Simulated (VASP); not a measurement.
# Cs (I4/mmm) in VASP: notebook

One crystal, Cs, is run at these levels: PBE; tasks: single point.

All numbers are computed with VASP 6.6.1; they aren't measurements. Logs are shortened: lines on timing, memory, paths and dates and some standing lists are left out, and cuts for length are marked.

### 1 Starting point

The structure is tetragonal, space group I4/mmm (No. 139). Conventional cell: a = 5.500 Å, b = 5.500 Å, c = 8.194 Å, α = 90.00°, β = 90.00°, γ = 90.00°.

This isn't the form of Cs at room conditions, which is bcc.

### 2 Single point, PBE

INCAR

```
PREC = Accurate
ENCUT = 550
EDIFF = 1E-6
ISMEAR = 1
SIGMA = 0.15
LREAL = False
LASPH = True
NELM = 100
ALGO = Normal
ISIF = 2
LWAVE = False
LCHARG = False
GGA = PE
NBANDS = 10
ADDGRID = False
```

KPOINTS

```
regular mesh
0
Gamma
  4 4 4
```

POSCAR

```
Cs
1.0
   -2.7500754600      2.7500754600      4.0972389800
    2.7500754600     -2.7500754600      4.0972389800
    2.7500754600      2.7500754600     -4.0972389800
Cs
1
Direct
    0.0000000000      0.0000000000      0.0000000000
```

Potentials or basis: VASP PAW PBE potentials, release 64 (Cs_sv).

Run with:

```console
> cat potpaw_PBE.64/Cs_sv/POTCAR > POTCAR
> mpirun -np 1 vasp_std > vasp.out
```

OUTCAR:

```text
PREC = Accurate
   ENCUT = 550
   EDIFF = 1E-6
   ISMEAR = 1
   LREAL = False
   LASPH = True
   NELM = 100
   ISIF = 2
   GGA = PE

 Found     13 irreducible k-points:

 Following reciprocal coordinates:
            Coordinates               Weight
  0.000000  0.000000  0.000000      1.000000
  0.250000 -0.000000  0.000000      8.000000
  0.500000 -0.000000  0.000000      4.000000
  0.250000  0.250000  0.000000      8.000000
  0.500000  0.250000  0.000000     16.000000
 -0.250000  0.250000  0.000000      4.000000
   k-points           NKPTS =     13   k-points in BZ     NKDIM =     13   number of bands    NBANDS=     10
   number of dos      NEDOS =    301   number of ions     NIONS =      1
   total plane-waves  NPLWV = 110592
   dimension x,y,z NGX =    48 NGY =   48 NGZ =   48
   dimension x,y,z NGXF=    96 NGYF=   96 NGZF=   96
   ions per type =               1
   NGX,Y,Z   is equivalent  to a cutoff of  14.13, 14.13, 14.13 a.u.
   NGXF,Y,Z  is equivalent  to a cutoff of  28.25, 28.25, 28.25 a.u.
 SYSTEM =  unknown system
   PREC   = accura    normal or accurate (medium, high low for compatibility)
   ISTART =      0    job   : 0-new  1-cont  2-samecut
   ICHARG =      2    charge: 1-file 2-atom 10-const
   ISPIN  =      1    spin polarized calculation?
   LNONCOLLINEAR =      F non collinear calculations
   LSORBIT =      F    spin-orbit coupling
   LASPH  =      T    aspherical Exc in radial PAW
   ENCUT  =  550.0 eV  40.42 Ry    6.36 a.u.  10.80 10.80 10.80*2*pi/ulx,y,z
   NELM   =    100;   NELMIN=  2; NELMDL= -5     # of ELM steps
   EDIFF  = 0.1E-05   stopping-criterion for ELM
   LREAL  =      F    real-space projection
   EDIFFG = 0.1E-04   stopping-criterion for IOM
   NSW    =      0    number of steps for IOM
   IBRION =     -1    ionic relax: 0-MD 1-quasi-New 2-CG
   NFREE  =      0    steps in history (QN), initial steepest desc. (CG)
   ISIF   =      2    stress and relaxation
   ISYM   =      2    0-nonsym 1-usesym 2-fastsym
   POTIM  = 0.5000    time-step for ionic-motion
   TEBEG  =    0.0;   TEEND  =   0.0 temperature during run
   PSTRESS=    0.0 pullay stress
   NELECT =       9.0000    total number of electrons
   NUPDOWN=      -1.0000    fix difference up-down
   EMIN   =  10.00;   EMAX   =-10.00  energy-range for DOS
   EFERMI =   0.00;   METHOD = LEGACY
   ISMEAR =     1;   SIGMA  =   0.15  broadening in eV -4-tet -1-fermi 0-gaus
   EFERMI_NEDOS =   21; number of points for ismear=-14 and -15
   IALGO  =     38    algorithm
   IMIX   =      4    mixing-type and parameters
     AMIX     =   0.40;   BMIX     =  1.00
     AMIX_MAG =   1.60;   BMIX_MAG =  1.00
  volume/ion in A,a.u.               =     123.95       836.44
  Fermi-wavevector in a.u.,A,eV,Ry     =   0.682981  1.290648  6.346621  0.466463
  Thomas-Fermi vector in A             =   1.762213
   LORBIT       =      0    0 simple, 1 ext, 2 COOP (PROOUT), +10 PAW based schemes
   GGA     = PE    functional components
   LHFCALC =     F    Hartree Fock is set to
   AEXX    =    0.0000 exact exchange contribution
   IVDW    =     0    specifies the selected vdW correction
   LEPSILON=     F    determine dielectric tensor
   LRPA    =     F    only Hartree local field effects (RPA)
 non-spin polarized calculation
 Methfessel and Paxton  Order N= 1 SIGMA  =   0.15
  energy-cutoff  :      550.00
  volume of cell :      123.95
 maximum number of plane-waves:      3652
 NGX is ok and might be reduce to    48

 number of electron       9.0000001 magnetization

 Free energy of the ion-electron system (eV)
  ---------------------------------------------------
  ext. energy  EPLUGINS =         0.00000000
  ---------------------------------------------------
  free energy    TOTEN  =        -0.81682569 eV

  energy without entropy =       -0.81906671  energy(sigma->0) =       -0.81757270

 E-fermi :   0.3483     XC(G=0):  -5.2179

 val. band max:        0.2661051077   @ k =   0.5000  -0.0000   0.0000
 cond. band min:       0.4027536366   @ k =  -0.2500   0.5000   0.2500
 fundamental gap:      0.1366485288
 Fermi energy:         0.3483493025

 k-point     1 :       0.0000    0.0000    0.0000
  band No.  band energies     occupation
      1     -23.6134      2.00000
      2     -10.3688      2.00000
      3     -10.3672      2.00000
      4     -10.3672      2.00000
      5      -1.3262      2.00000
      6       2.5769     -0.00000
      7       2.7424     -0.00000
      8       2.7424     -0.00000
      9       3.5276      0.00000
     10       3.8486      0.00000

 k-point     2 :       0.2500   -0.0000    0.0000
  band No.  band energies     occupation
      1     -23.6113      2.00000
      2     -10.4210      2.00000
      3     -10.3775      2.00000
      4     -10.3725      2.00000
      5      -0.7530      2.00000
      6       1.8799     -0.00000
      7       2.6631     -0.00000
      8       2.8636     -0.00000
      9       3.5546      0.00000
     10       3.6672      0.00000

 k-point     3 :       0.5000   -0.0000    0.0000
  band No.  band energies     occupation
      1     -23.6092      2.00000
      2     -10.4728      2.00000
      3     -10.3866      2.00000
      4     -10.3778      2.00000
      5       0.2661      1.79092
      6       0.9818     -0.00000
      7       2.4410     -0.00000
      8       2.6658     -0.00000
      9       4.3775      0.00000
     10       4.4212      0.00000

 k-point     4 :       0.2500    0.2500    0.0000
  band No.  band energies     occupation
      1     -23.6092      2.00000
      2     -10.4397      2.00000
      3     -10.4128      2.00000
      4     -10.3847      2.00000
      5       0.0636      2.02189
      6       1.6537     -0.00000
      7       1.8172     -0.00000
      8       2.9046     -0.00000
      9       3.4781      0.00000
     10       4.2826      0.00000

 k-point     5 :       0.5000    0.2500    0.0000
  band No.  band energies     occupation
      1     -23.6083      2.00000
      2     -10.4567      2.00000
      3     -10.4093      2.00000
      4     -10.3966      2.00000
      5       0.5019     -0.05479
      6       1.2166     -0.00000
      7       1.9013     -0.00000
      8       2.9770     -0.00000
      9       3.5398      0.00000
     10       4.4164      0.00000

 k-point     6 :      -0.2500    0.2500    0.0000
  band No.  band energies     occupation
      1     -23.6104      2.00000
      2     -10.4193      2.00000
      3     -10.3917      2.00000
      4     -10.3861      2.00000
      5      -0.5430      2.00000
      6       1.8394     -0.00000
      7       2.4935     -0.00000
      8       2.9948     -0.00000
      9       3.0217     -0.00000
     10       3.9415      0.00000

 [... further k-points ...]

------------------------ aborting loop because EDIFF is reached ----------------------------------------

  FORCE on cell =-STRESS in cart. coord.  units (eV):
  Direction    XX          YY          ZZ          XY          YZ          ZX
  --------------------------------------------------------------------------------------
  -------------------------------------------------------------------------------------
  Total       -0.0828767     -0.0828767     -0.0530554      0.0000000      0.0000000     -0.0000000
  in kB       -1.0712788     -1.0712788     -0.6858029      0.0000000      0.0000000     -0.0000000
  external PRESSURE =      -0.9427868 kB  Pullay stress =       0.0000000 kB

 VOLUME and BASIS-vectors are now :
 -----------------------------------------------------------------------------
  energy-cutoff  :      550.00
  volume of cell :      123.95
      direct lattice vectors                 reciprocal lattice vectors
    -2.750075460  2.750075460  4.097238980     0.000000000  0.181813193  0.122033399
     2.750075460 -2.750075460  4.097238980     0.181813193  0.000000000  0.122033399
     2.750075460  2.750075460 -4.097238980     0.181813193  0.181813193  0.000000000

 POSITION                                       TOTAL-FORCE (eV/Angst)
 -----------------------------------------------------------------------------------
      0.00000      0.00000      0.00000        -0.000000     -0.000000      0.000000
 -----------------------------------------------------------------------------------
    total drift:                                0.000000      0.000000      0.000000

  FREE ENERGIE OF THE ION-ELECTRON SYSTEM (eV)
  ---------------------------------------------------
  free  energy   TOTEN  =        -0.8168256889 eV

  energy  without entropy=       -0.8190667125  energy(sigma->0) =       -0.81757270
```

Wall time 13 s (1 thread of Intel Xeon Platinum 8488C (Sapphire Rapids), shared host); peak memory 0.3 GiB.

The run converged, but some of its settings lie outside the range that counts as converged, so its numbers aren't taken as properties of the crystal.

What came out:

| Quantity | Value |
| --- | --- |
| Free energy | -0.8168 eV |
| Pressure | -0.1 GPa |
| Band gap on the k mesh | none (metal or under the smearing width) |

Caveat: the k mesh is coarse (spacing up to 0.40 Å⁻¹), so the values aren't converged.

### 3 Single point, PBE

This run uses another cell than the first one, of the same volume but with other edges.

INCAR is that of step 2.

KPOINTS is that of step 2.

POSCAR

```
Cs
1.0
   -2.6528630000      2.7200140000      3.9488130000
    2.8833600000     -2.6988260000      4.0893020000
    2.7318000000      2.7777640000     -3.9345920000
Cs
1
Direct
    0.0073440000      0.0133040000      0.0001460000
```

Potentials or basis: VASP PAW PBE potentials, release 64 (Cs_sv).

Run with:

```console
> cat potpaw_PBE.64/Cs_sv/POTCAR > POTCAR
> mpirun -np 1 vasp_std > vasp.out
```

OUTCAR:

```text
PREC = Accurate
   ENCUT = 550
   EDIFF = 1E-6
   ISMEAR = 1
   LREAL = False
   LASPH = True
   NELM = 100
   ISIF = 2
   GGA = PE

 Found     36 irreducible k-points:

 Following reciprocal coordinates:
            Coordinates               Weight
  0.000000  0.000000  0.000000      1.000000
  0.250000  0.000000  0.000000      2.000000
  0.500000  0.000000  0.000000      1.000000
  0.000000  0.250000  0.000000      2.000000
  0.250000  0.250000  0.000000      2.000000
  0.500000  0.250000  0.000000      2.000000
   k-points           NKPTS =     36   k-points in BZ     NKDIM =     36   number of bands    NBANDS=     10
   number of dos      NEDOS =    301   number of ions     NIONS =      1
   total plane-waves  NPLWV =  84672
   dimension x,y,z NGX =    42 NGY =   48 NGZ =   42
   dimension x,y,z NGXF=    84 NGYF=   96 NGZF=   84
   ions per type =               1
   NGX,Y,Z   is equivalent  to a cutoff of  12.74, 14.04, 12.61 a.u.
   NGXF,Y,Z  is equivalent  to a cutoff of  25.48, 28.07, 25.22 a.u.
 SYSTEM =  unknown system
   PREC   = accura    normal or accurate (medium, high low for compatibility)
   ISTART =      0    job   : 0-new  1-cont  2-samecut
   ICHARG =      2    charge: 1-file 2-atom 10-const
   ISPIN  =      1    spin polarized calculation?
   LNONCOLLINEAR =      F non collinear calculations
   LSORBIT =      F    spin-orbit coupling
   LASPH  =      T    aspherical Exc in radial PAW
   ENCUT  =  550.0 eV  40.42 Ry    6.36 a.u.  10.48 10.87 10.59*2*pi/ulx,y,z
   NELM   =    100;   NELMIN=  2; NELMDL= -5     # of ELM steps
   EDIFF  = 0.1E-05   stopping-criterion for ELM
   LREAL  =      F    real-space projection
   EDIFFG = 0.1E-04   stopping-criterion for IOM
   NSW    =      0    number of steps for IOM
   IBRION =     -1    ionic relax: 0-MD 1-quasi-New 2-CG
   NFREE  =      0    steps in history (QN), initial steepest desc. (CG)
   ISIF   =      2    stress and relaxation
   ISYM   =      2    0-nonsym 1-usesym 2-fastsym
   POTIM  = 0.5000    time-step for ionic-motion
   TEBEG  =    0.0;   TEEND  =   0.0 temperature during run
   PSTRESS=    0.0 pullay stress
   NELECT =       9.0000    total number of electrons
   NUPDOWN=      -1.0000    fix difference up-down
   EMIN   =  10.00;   EMAX   =-10.00  energy-range for DOS
   EFERMI =   0.00;   METHOD = LEGACY
   ISMEAR =     1;   SIGMA  =   0.15  broadening in eV -4-tet -1-fermi 0-gaus
   EFERMI_NEDOS =   21; number of points for ismear=-14 and -15
   IALGO  =     38    algorithm
   IMIX   =      4    mixing-type and parameters
     AMIX     =   0.40;   BMIX     =  1.00
     AMIX_MAG =   1.60;   BMIX_MAG =  1.00
  volume/ion in A,a.u.               =     123.95       836.44
  Fermi-wavevector in a.u.,A,eV,Ry     =   0.682981  1.290648  6.346621  0.466464
  Thomas-Fermi vector in A             =   1.762213
   LORBIT       =      0    0 simple, 1 ext, 2 COOP (PROOUT), +10 PAW based schemes
   GGA     = PE    functional components
   LHFCALC =     F    Hartree Fock is set to
   AEXX    =    0.0000 exact exchange contribution
   IVDW    =     0    specifies the selected vdW correction
   LEPSILON=     F    determine dielectric tensor
   LRPA    =     F    only Hartree local field effects (RPA)
 non-spin polarized calculation
 Methfessel and Paxton  Order N= 1 SIGMA  =   0.15
  energy-cutoff  :      550.00
  volume of cell :      123.95
 maximum number of plane-waves:      3662
 NGX is ok and might be reduce to    42

 number of electron       9.0000000 magnetization

 Free energy of the ion-electron system (eV)
  ---------------------------------------------------
  ext. energy  EPLUGINS =         0.00000000
  ---------------------------------------------------
  free energy    TOTEN  =        -0.81525695 eV

  energy without entropy =       -0.81693172  energy(sigma->0) =       -0.81581521

 E-fermi :   0.3540     XC(G=0):  -5.2178

 val. band max:        0.3182563769   @ k =   0.5000   0.0000   0.5000
 cond. band min:       0.3766345972   @ k =  -0.2500   0.5000   0.2500
 fundamental gap:      0.0583782203
 Fermi energy:         0.3539721709

 k-point     1 :       0.0000    0.0000    0.0000
  band No.  band energies     occupation
      1     -23.6150      2.00000
      2     -10.3751      2.00000
      3     -10.3668      2.00000
      4     -10.3653      2.00000
      5      -1.3262      2.00000
      6       2.4867     -0.00000
      7       2.7482     -0.00000
      8       2.8016     -0.00000
      9       3.6145      0.00000
     10       3.7981      0.00000

 k-point     2 :       0.2500    0.0000    0.0000
  band No.  band energies     occupation
      1     -23.6127      2.00000
      2     -10.4232      2.00000
      3     -10.3787      2.00000
      4     -10.3759      2.00000
      5      -0.7464      2.00000
      6       1.8968     -0.00000
      7       2.6601     -0.00000
      8       2.8515     -0.00000
      9       3.5698      0.00000
     10       3.6213      0.00000

 k-point     3 :       0.5000    0.0000    0.0000
  band No.  band energies     occupation
      1     -23.6105      2.00000
      2     -10.4778      2.00000
      3     -10.3866      2.00000
      4     -10.3824      2.00000
      5       0.2810      1.72552
      6       1.0009     -0.00000
      7       2.4694     -0.00000
      8       2.6216     -0.00000
      9       4.1405      0.00000
     10       4.5906      0.00000

 k-point     4 :       0.0000    0.2500    0.0000
  band No.  band energies     occupation
      1     -23.6134      2.00000
      2     -10.4213      2.00000
      3     -10.3724      2.00000
      4     -10.3705      2.00000
      5      -0.7933      2.00000
      6       1.7641     -0.00000
      7       2.7639     -0.00000
      8       2.8347     -0.00000
      9       3.6888      0.00000
     10       3.7268      0.00000

 k-point     5 :       0.2500    0.2500    0.0000
  band No.  band energies     occupation
      1     -23.6111      2.00000
      2     -10.4351      2.00000
      3     -10.4155      2.00000
      4     -10.3828      2.00000
      5       0.0038      2.00470
      6       1.6369     -0.00000
      7       1.8041     -0.00000
      8       3.0154     -0.00000
      9       3.5428      0.00000
     10       4.1074      0.00000

 k-point     6 :       0.5000    0.2500    0.0000
  band No.  band energies     occupation
      1     -23.6097      2.00000
      2     -10.4663      2.00000
      3     -10.4076      2.00000
      4     -10.3962      2.00000
      5       0.5331     -0.07062
      6       1.1672     -0.00000
      7       1.8960     -0.00000
      8       3.0762     -0.00000
      9       3.4167      0.00000
     10       4.6359      0.00000

 [... further k-points ...]

------------------------ aborting loop because EDIFF is reached ----------------------------------------

  FORCE on cell =-STRESS in cart. coord.  units (eV):
  Direction    XX          YY          ZZ          XY          YZ          ZX
  --------------------------------------------------------------------------------------
  -------------------------------------------------------------------------------------
  Total       -0.0889366     -0.0550303     -0.0576276      0.0021281      0.0036309     -0.0331761
  in kB       -1.1496104     -0.7113310     -0.7449042      0.0275083      0.0469338     -0.4288406
  external PRESSURE =      -0.8686152 kB  Pullay stress =       0.0000000 kB

 VOLUME and BASIS-vectors are now :
 -----------------------------------------------------------------------------
  energy-cutoff  :      550.00
  volume of cell :      123.95
      direct lattice vectors                 reciprocal lattice vectors
    -2.652863000  2.720014000  3.948813000    -0.005972949  0.181656419  0.124099719
     2.883360000 -2.698826000  4.089302000     0.174839185 -0.002819191  0.119401107
     2.731800000  2.777764000 -3.934592000     0.175719406  0.179382947 -0.005511685

 POSITION                                       TOTAL-FORCE (eV/Angst)
 -----------------------------------------------------------------------------------
      0.01928     -0.01552      0.08283         0.000000     -0.000000      0.000000
 -----------------------------------------------------------------------------------
    total drift:                               -0.000003      0.000004     -0.000002

  FREE ENERGIE OF THE ION-ELECTRON SYSTEM (eV)
  ---------------------------------------------------
  free  energy   TOTEN  =        -0.8152569522 eV

  energy  without entropy=       -0.8169317236  energy(sigma->0) =       -0.81581521
```

stdout:

```text
POSCAR found type information on POSCAR Cs
 POSCAR found :  1 types and       1 ions
 scaLAPACK will be used
 LDA part: xc-table for (Slater+PW92), standard interpolation
 POSCAR, INCAR and KPOINTS ok, starting setup
 FFT: planning ... GRIDC
 FFT: planning ... GRID_SOFT
 FFT: planning ... GRID
 WAVECAR not read
 entering main loop
```

Wall time 24 s (1 thread of Intel Xeon Platinum 8488C (Sapphire Rapids), shared host); peak memory 0.27 GiB.

The run converged, but some of its settings lie outside the range that counts as converged, so its numbers aren't taken as properties of the crystal.

What came out:

* Free energy: -0.8153 eV
* Pressure: -0.1 GPa
* Band gap on the k mesh: none (metal or under the smearing width)

Caveat: the k mesh is coarse (spacing up to 0.39 Å⁻¹), so the values aren't converged.

### 4 The reference run

An earlier run on the cell as given: functional PBE; potentials or basis VASP PAW PBE potentials, release 64 (Cs_sv); cutoff 520 eV; k mesh 7 × 7 × 7; occupations fermi-dirac, width 0.05 eV; no spin polarisation.

* Pressure: -0.1 GPa
* Band gap on the k mesh: none (metal or under the smearing width)
